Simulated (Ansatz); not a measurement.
## Pb: competing structures (sheets)

These are results of Ansatz, DFT PBE, scalar-relativistic, plane waves, PAW, not measurements. All cells share a 420 eV cutoff and Γ-centred k meshes spaced at most about 0.3 Å⁻¹ (about 0.25 or finer for metals, 2π included). No spin polarisation.

Energies count from the standard state of Pb at the same level.

These are static total energies at zero pressure. Larger cells and other orderings weren't all tried, so the list isn't exhaustive. Spin–orbit coupling, which can matter for Pb, is left out.

Invented guesses were relaxed alike, and ends that match in structure were merged. ΔE counts from the first row. Coordination counts all near atoms (those within 1.25 times the shortest distance at each site). All are two-dimensional sheets, periodic along a and b, with vacuum along c.

| # | reached from | layer group | atoms | Å²/atom | coordination | ΔE (meV/atom) | gap on mesh (eV) |
| --- | --- | --- | --- | --- | --- | --- | --- |
| 1 | random sheet | p6/mmm (No. 80) | 1 | 9.4 | Pb 6 | 0 | 0.00 |
| 2 | random sheet | p6/mmm (No. 80) | 3 | 11.3 | Pb 4 | 225 | 0.00 |
| 3 | random sheet | p6/mmm (No. 80) | 2 | 11.5 | Pb 3 | 318 | 0.00 |

The lowest: Layer group p6/mmm (No. 80), a = 3.298 Å, b = 3.298 Å, γ = 120.0°, thickness 0.00 Å between the outermost nuclei. Pb at height 0.00 Å has 6 Pb at 3.30 Å. Its energy over the standard state is +0.47 eV/atom. So it is a metastable form at best.

```
CELL_PARAMETERS angstrom
3.29811 0.00000 0.00000
-1.64905 2.85624 0.00000
0.00000 0.00000 23.80000
ATOMIC_POSITIONS crystal
Pb 0.00000 0.00000 0.29412
```

The second: Layer group p6/mmm (No. 80), a = 6.266 Å, b = 6.266 Å, γ = 120.0°, thickness 0.00 Å between the outermost nuclei. Pb at height 0.00 Å has 4 Pb at 3.13 Å. Counting all near atoms, the first has Pb 6 and the second has Pb 4. Cells relaxed within their symmetry can be saddle points. Some structure types and database cells were kept out of the candidates from the start, so a known form may be missing.
